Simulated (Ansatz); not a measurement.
Ansatz input

```yaml
crystal:
  lattice:
    - [-2.7031047586, 2.7026184907, 1.4905479446]
    - [2.7026184907, -2.7031047586, 1.4905479446]
    - [2.7025869451, 2.7025869451, -1.4914385451]
  atoms:
    - { symbol: Sc, position: [0.9999856924, 1.43076e-05, 1.0], spin: 0.134 }
    - { symbol: Sc, position: [0.7500143076, 0.2499856924, 0.5], spin: 0.134 }
hamiltonian:
  xc: pbe
  pseudopotentials:
    kind: paw
    azcp:
      Sc: "pseudopotentials/Sc.paw.azcp"
basis:
  ecutwfc: 420
  fft_grid_basis: typed
kpoints:
  mp_grid: { grid: [19, 19, 13], shift: [0, 0, 0] }
magnetization:
  spin_polarized: true
scf:
  occupations: { method: fermi_dirac, width: 0.05 }
output:
  stress: true
```

and its output:

```
Engine: ansatz 0.2.0, aarch64-unknown-linux-gnu
Pseudopotentials: kind: paw
Pseudopotential: Sc, paw, valence charge 11, recommended cutoff 420 eV (normal) 
Functional definition: PBE
  parameter kappa = 0.804
  parameter beta = 0.06672455060314922
  exchange = pbe_x(kappa = kappa, mu = beta*pi^2/3)
  correlation = pbe_c(beta = beta)
Crystal: 2 atoms, lattice volume = 43.548 Å³
Basis set: ecut = 420 eV, 837 PW (Γ)
Bands: 16, of which v1, the nominal top of the filled ones, is band 11 counted from 1 (10 counted from 0)
Symmetry: 4 space group operations
Space group: C2/c (ITA 15), of the structure as read, at distance tolerance 3.5e-5 Å
Magnetic group: BNS 15.85 (UNI 92), of the structure as read, at distance tolerance 3.5e-5 Å
k-points: 1240 of 4693
Non-local potential: Sc, projectors of the file, l = 0: 3, l = 1: 2, l = 2: 3, l = 3: 1
PAW form: soft (Blöchl's): semilocal exchange-correlation on the pseudo side does not see the compensation charge
PAW one-centre angular grid: Sc, 590 points (default); XC on 64 Gauss nodes
Initial density: superposition of atomic densities (chi_scale 0.1, normalization cell)
Starting moments: Σ|m| = 0.268 μB on 2 of 2 sites
Initial wavefunctions: pseudopotential atomic-orbital guess
Functional: x = pbe(κ = 0.804, μ = 0.2195149727645171), c = pbe(β = 0.06672455060314922)
iter 1 solved again at ethr=2.12e-3 eV; its pass at ethr=3.10e-3 eV (dr2=4.66e-1 eV) is discarded
SCF iter   1: F=—  HF=-4270.711018 eV  |F-HF|=—  |Δ(HF+E_count)|=         —  Δρ=1.69e-2 (↑1.69e-2 ↓1.12e-2)  dr2=4.65e-1  dr2_m=8.38e-3  M=0.063 μB ∫|m|=0.063 μB  β_m=0.30  ethr=2.12e-3  ⟨swp⟩=1.0  Hψ=224262  notcnv=0
Mixer restart at iter 1: flushing history
spin=Collinear: Kerker preconditioning applied to the charge; magnetization (m = ρ↑ − ρ↓) channel mixes plain (no charge-response kernel on spin).
SCF iter   2: F=—  HF=-4270.642514 eV  |F-HF|=—  |Δ(HF+E_count)|=   6.85e-2  Δρ=1.18e-2 (↑1.18e-2 ↓8.31e-3)  dr2=2.39e-1  dr2_m=4.18e-3  M=0.061 μB ∫|m|=0.061 μB  β_m=0.65  ethr=2.12e-3  ⟨swp⟩=2.0  Hψ=49938  notcnv=0
SCF iter   3: F=—  HF=-4270.681517 eV  |F-HF|=—  |Δ(HF+E_count)|=   3.90e-2  Δρ=2.22e-3 (↑2.09e-3 ↓2.22e-3)  dr2=5.93e-3  dr2_m=2.19e-5  M=0.049 μB ∫|m|=0.049 μB  β_m=0.82  ethr=1.08e-3  ⟨swp⟩=2.2  Hψ=61023  notcnv=0
SCF iter   4: F=—  HF=-4270.692229 eV  |F-HF|=—  |Δ(HF+E_count)|=   1.07e-2  Δρ=4.40e-4 (↑4.40e-4 ↓4.26e-4)  dr2=2.09e-4  dr2_m=9.85e-7  M=0.044 μB ∫|m|=0.044 μB  β_m=0.91  ethr=2.69e-5  ⟨swp⟩=3.1  Hψ=80929  notcnv=0
SCF iter   5: F=—  HF=-4270.692339 eV  |F-HF|=—  |Δ(HF+E_count)|=   1.10e-4  Δρ=9.13e-5 (↑9.13e-5 ↓7.34e-5)  dr2=6.77e-6  dr2_m=5.32e-7  M=0.041 μB ∫|m|=0.041 μB  β_m=0.96  ethr=9.49e-7  ⟨swp⟩=1.6  Hψ=43961  notcnv=0
SCF iter   6: F=—  HF=-4270.692349 eV  |F-HF|=—  |Δ(HF+E_count)|=   1.03e-5  Δρ=4.45e-5 (↑4.45e-5 ↓2.79e-5)  dr2=4.13e-7  dr2_m=4.36e-7  M=0.038 μB ∫|m|=0.038 μB  β_m=0.98  ethr=3.08e-8  ⟨swp⟩=2.2  Hψ=47967  notcnv=0
SCF iter   7: F=—  HF=-4270.692350 eV  |F-HF|=—  |Δ(HF+E_count)|=   1.12e-6  Δρ=3.08e-5 (↑2.69e-5 ↓3.08e-5)  dr2=2.11e-8  dr2_m=3.30e-7  M=0.036 μB ∫|m|=0.036 μB  β_m=0.99  ethr=1.88e-9  ⟨swp⟩=2.1  Hψ=65590  notcnv=0
SCF iter   8: F=—  HF=-4270.692351 eV  |F-HF|=—  |Δ(HF+E_count)|=   6.63e-7  Δρ=2.67e-5 (↑2.67e-5 ↓2.54e-5)  dr2=1.80e-9  dr2_m=2.70e-7  M=0.034 μB ∫|m|=0.034 μB  β_m=0.99  ethr=9.59e-11  ⟨swp⟩=2.0  Hψ=69442  notcnv=0
SCF iter   9: F=—  HF=-4270.692353 eV  |F-HF|=—  |Δ(HF+E_count)|=   2.41e-6  Δρ=1.71e-5 (↑1.63e-5 ↓1.71e-5)  dr2=3.34e-9  dr2_m=1.10e-7  M=0.022 μB ∫|m|=0.022 μB  β_m=1.00  ethr=8.18e-12  ⟨swp⟩=4.0  Hψ=103200  notcnv=0
SCF iter  10: F=—  HF=-4270.692355 eV  |F-HF|=—  |Δ(HF+E_count)|=   1.44e-6  Δρ=1.12e-5 (↑1.12e-5 ↓1.03e-5)  dr2=9.31e-10  dr2_m=4.60e-8  M=0.010 μB ∫|m|=0.010 μB  β_m=1.00  ethr=8.18e-12  ⟨swp⟩=4.0  Hψ=102977  notcnv=0
SCF iter  11: F=—  HF=-4270.692355 eV  |F-HF|=—  |Δ(HF+E_count)|=   6.63e-7  Δρ=3.50e-6 (↑2.26e-6 ↓3.50e-6)  dr2=1.45e-9  dr2_m=2.99e-9  M=0.003 μB ∫|m|=0.003 μB  β_m=1.00  ethr=4.23e-12  ⟨swp⟩=4.0  Hψ=103242  notcnv=0
SCF iter  12: F=—  HF=-4270.692356 eV  |F-HF|=—  |Δ(HF+E_count)|=   5.71e-8  Δρ=7.04e-7 (↑3.24e-7 ↓7.04e-7)  dr2=4.01e-10  dr2_m=2.47e-11  M=0.000 μB ∫|m|=0.000 μB  β_m=1.00  ethr=4.23e-12  ⟨swp⟩=3.0  Hψ=99053  notcnv=0
SCF iter  13: F=-4270.692356 eV  HF=-4270.692356 eV  |F-HF|=9.09e-13  |Δ(HF+E_count)|=  4.17e-10  Δρ=7.92e-8 (↑7.92e-8 ↓7.80e-8)  dr2=6.71e-12  dr2_m=6.20e-13  M=-0.000 μB ∫|m|=0.000 μB  ethr=1.82e-12  ⟨swp⟩=1.0  Hψ=119550  notcnv=0
SCF 1 converged in 13 iterations: F = -4270.692356 eV  dr2 = 6.71e-12
WARN: the starting moments were not kept: the SCF closed with an absolute magnetisation of 8.1e-5 μB, where they sum to 0.268 μB in size (2 sites). That is at most 0.1 of that sum. Measured as dr2_m measures the in/out step, that magnetisation stands 8.7e-10 eV from none, at or under the dr2_threshold of 1.0e-7 eV: it is no larger than a step whose dr2_m would equal this threshold. The system may hold no moment; this SCF shows only that its start led to no more than that. To try another start: raise the starting moments (crystal.atoms[].spin, magnetization.per_species, magnetization.initial_magnetization, or on a non-collinear deck that types none of these the spinor_matrix: blocks that start its atoms; where the total moment is fixed, keep their sum and leave initial_magnetization as it is; typed ones take the place of any that the run laid by itself, positive ones on a crystal's lanthanoids without a Hubbard term where scf.initial_density.shell_occupations: [] is typed) or, if the notice of its spin-set hold's release reads "site moments contracting" or "site moments show no strong build", lengthen the hold (scf.mixing.spin_hold: { on: { confirm: 4 } }; for m-r²SCAN on two components see the key's manual first). Each may lead to a state that holds a moment. A second SCF, from the converged charge density, with the starting moments and any scf.initial_density.shell_occupations laid on it anew, would have followed, and was not run: the deck does not ask for one (magnetization.retry_lost_moments is false, the default). To let it run, set magnetization.retry_lost_moments: true and run the deck again, where that key's refused combinations let it; where memory then withholds it, that run's warning says so.
SCF converged after 13 iterations
Magnetization: -0.0001 μB (11.0000 up, 11.0000 down)
Absolute magnetization: 0.0001 μB (∫|ρ↑−ρ↓|, with the PAW one-centre terms)
Spin contamination: 0.0000 ħ² per cell (⟨S²⟩ above its minimum at these occupations)
Per-site moments (μB) at R_I (Å): [(-2.7929893993773934e-5, 1.1563994794006096), (-2.7929893993957757e-5, 1.1563994794006096)]
Free energy (F): -4270.692356 eV
Harris-Foulkes:  -4270.692356 eV  (|F-HF|=9.09e-13)
Internal energy: -4270.659918 eV  (E = F + TS)
E sigma→0 (E₀):  -4270.676137 eV
Entropy (-TS):   -0.032437 eV (-16.219 meV/atom)
Fermi energy:    10.752402 eV
--- Per-component energies (eV) ---
  E_band       = -304.192843
  E_kinetic    = 525.607109
  E_local      = -1615.320403  (includes V_loc(G=0)·N_el)
  E_nonlocal   = 169.487397
  E_hartree    = 554.992369
  E_xc         = -209.649880
  E_vxc        = -259.667589  (∫ρ·V_xc dr)
  E_paw        = -1912.393933  (= ΣΔE_a)
  E_vpaw       = -234.284102  (= ΣTr[D̂ρ^β])
  E_aug_tail   = 0.000020  (compensation charges beyond the density's cutoff)
  E_ewald      = -1783.382598
  E_smearing   = -0.032437  (= −TS)
  E_closure    = 0.000000  (closes the sum)
  Σ components = -4270.692356   (vs F -4270.692356, Δ=0.00e0)
--- Stress (GPa, compression-positive) ---
        6.224638      -0.007889      -0.003716
       -0.007889       6.224638      -0.003716
       -0.003716      -0.003716       8.442412
  P = ⅓ Tr σ = 6.9639 GPa (69.639 kbar)
```
